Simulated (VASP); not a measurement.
**TePb (distorted rocksalt): one PBEsol single-point calculation in two programs**

```
Pb Te
1.0
    -0.10190    3.27350    3.21590
     3.23300   -0.02300    3.13700
     3.23590    3.19750   -0.02590
Pb Te
1 1
Cartesian
  3.0731 3.2682 6.2685
  3.1860 3.3969 2.9901
```

The two codes use different PAW datasets and cutoffs. VASP's cell holds 20 valence electrons and Ansatz's 30. Ansatz's stress includes a Pulay correction; VASP's doesn't.

Cutoffs: 520 eV in VASP, 420 eV in Ansatz. k meshes: 6×6×6 and 6×6×6.

```
                                              VASP     Ansatz
gap between bands v and c on the k mesh    0.37 eV    0.36 eV
         least direct gap on the k mesh    0.67 eV    0.67 eV
                               pressure   -0.3 GPa   -0.3 GPa
                          largest force  0.14 eV/Å  0.14 eV/Å
```

Forces (eV/Å), VASP:

```csv
atom,Fx,Fy,Fz
Pb,0.010,0.101,-0.099
Te,-0.010,-0.101,0.099
```

Ansatz:

| atom | Fx | Fy | Fz |
| --- | --- | --- | --- |
| Pb | 0.010 | 0.099 | -0.097 |
| Te | -0.010 | -0.099 | 0.097 |
